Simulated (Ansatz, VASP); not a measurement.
BaTe: VASP beside Ansatz

```xyz
2
Lattice="0.0000 3.5323 3.5323 3.5323 0.0000 3.5323 3.5323 3.5323 0.0000" Properties=species:S:1:pos:R:3 pbc="T T T"
Ba    0.0000    0.0000    0.0000
Te    3.5323    3.5323    3.5323
```

Alike in both runs: functional PBE; k mesh 8 × 8 × 8; occupations gaussian, width 0.02 eV; no spin polarisation.

Ansatz relaxed the structure, and its values are those at the end. VASP's run is a single point on that final structure, the one shown.

```csv
,VASP,Ansatz
version,VASP 6.6.1,Ansatz 0.2.0
potentials or method,"VASP PAW PBE potentials, release 64 (Ba_sv, Te)","scalar-relativistic, plane waves, PAW"
plane-wave cutoff (eV),520,420
valence electrons in the cell,16,26
```

```csv
,VASP,Ansatz,Ansatz less VASP
gap on the k mesh at the Fermi level (eV),1.58,1.66,+0.077
least direct gap on the mesh (eV),1.96,2.01,+0.049
pressure (GPa),0.3,0.0,-0.30
```

The two sets of potentials don't hold the same shells in valence.

Caveats: spin-orbit coupling is left out, which moves the levels of the heavy elements. Expect the measured gap to be larger: semilocal functionals such as PBE lack the derivative discontinuity. A k mesh can miss the band edges.
